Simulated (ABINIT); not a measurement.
The system is BeTe.

```
CELL_PARAMETERS angstrom
0.00000 2.77000 2.77000
2.77000 0.00000 2.77000
2.77000 2.77000 0.00000
ATOMIC_POSITIONS crystal
Te 0.75000 0.75000 0.75000
Be 0.00000 0.00000 0.00000
```

Base run:

| Property | Result |
| --- | --- |
| Program | ABINIT 10.8.3 (patched build) |
| Functional | r2SCAN |
| Potentials or basis | SG15 NC PBE v1.2 |
| Cutoff | 980 eV |
| k mesh | 8 × 8 × 8 |
| Occupations | fermi-dirac, width 0.05 eV |
| Spin | no spin polarisation |

Its results: band gap on the k mesh 2.37 eV, indirect (least direct gap 4.19 eV); pressure 3.3 GPa.

**Question.** The run is repeated on the same cell with these changes: potentials or basis from SG15 NC PBE v1.2 to JTH PAW PBE v2.0; cutoff from 980 eV to 626 eV; valence electrons from 20 to 10. What comes out?

**Answer.** Band gap on the k mesh 2.19 eV, indirect (least direct gap 4.02 eV); pressure 4.4 GPa.

Caveats: spin-orbit coupling is left out, which moves the levels of the heavy elements; the potentials were made for another functional, which shifts forces and pressure (some runs); the PAW data sets were made with another functional, which shifts forces and pressure a little (some runs).
